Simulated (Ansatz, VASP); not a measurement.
## B in VASP and in Ansatz

The input INCAR:

```
PREC = Accurate
ENCUT = 520
EDIFF = 1E-6
ISMEAR = 0
SIGMA = 0.1
LREAL = F
LASPH = T
NELM = 60
ALGO = Normal
ISIF = 2
LWAVE = F
LCHARG = T
GGA = PE
LELF = T
LVHAR = T
NBANDS = 22
```

KPOINTS

```
regular mesh
0
Gamma
  6 6 6
```

Contents of POSCAR:

```
B
1.0
   -2.6280837100      2.6280837100      2.6280837100
    2.6280837100     -2.6280837100      2.6280837100
    2.6280837100      2.6280837100     -2.6280837100
B
8
Direct
    0.3253069500      0.0000000000      0.0000000000
    0.6746930500      0.6746930500      0.6746930500
    0.0000000000      0.3253069500      0.0000000000
    0.0000000000      0.0000000000      0.3253069500
    0.0000000000      0.6746930500      0.0000000000
    0.3253069500      0.3253069500      0.3253069500
    0.6746930500      0.0000000000      0.0000000000
    0.0000000000      0.0000000000      0.6746930500
```

Input for Ansatz:

```yaml
crystal:
  lattice:
    - [-2.62808371, 2.62808371, 2.62808371]
    - [2.62808371, -2.62808371, 2.62808371]
    - [2.62808371, 2.62808371, -2.62808371]
  atoms:
    - { symbol: B, position: [0.32530695, 0.0, 0.0] }
    - { symbol: B, position: [0.67469305, 0.67469305, 0.67469305] }
    - { symbol: B, position: [0.0, 0.32530695, 0.0] }
    - { symbol: B, position: [0.0, 0.0, 0.32530695] }
    - { symbol: B, position: [0.0, 0.67469305, 0.0] }
    - { symbol: B, position: [0.32530695, 0.32530695, 0.32530695] }
    - { symbol: B, position: [0.67469305, 0.0, 0.0] }
    - { symbol: B, position: [0.0, 0.0, 0.67469305] }
basis:
  ecutwfc: 420
kpoints:
  mp_grid: { grid: [6, 6, 6] }
hamiltonian:
  xc: pbe
scf:
  occupations: { method: gaussian, width: 0.1 }
  lower_state_search: "off"
output:
  forces: true
  stress: true
  eigenvalues: true
```

Alike in both runs: task single point; functional PBE; k mesh 6 × 6 × 6; occupations gaussian, width 0.1 eV; no spin polarisation.

```csv
,VASP,Ansatz
version,VASP 6.6.1,Ansatz 0.2.0
potentials or method,"VASP PAW PBE potentials, release 64 (B)","scalar-relativistic, plane waves, PAW"
plane-wave cutoff (eV),520,420
valence electrons in the cell,24,24
```

Ansatz gave:

* gap on the k mesh at the Fermi level (eV): none
* pressure (GPa): 14.3
* rms of the force components (eV/Å): 0.274

Estimate VASP's values.

gap on the k mesh at the Fermi level (eV): none; pressure (GPa): 14.3; rms of the force components (eV/Å): 0.277.

Atom by atom the forces differ by 0.003 eV/Å (rms over components). A gap of «none» marks a metal or a gap that the smearing closes. The functional is the same, so the differences come from potentials, cutoffs and numerics.
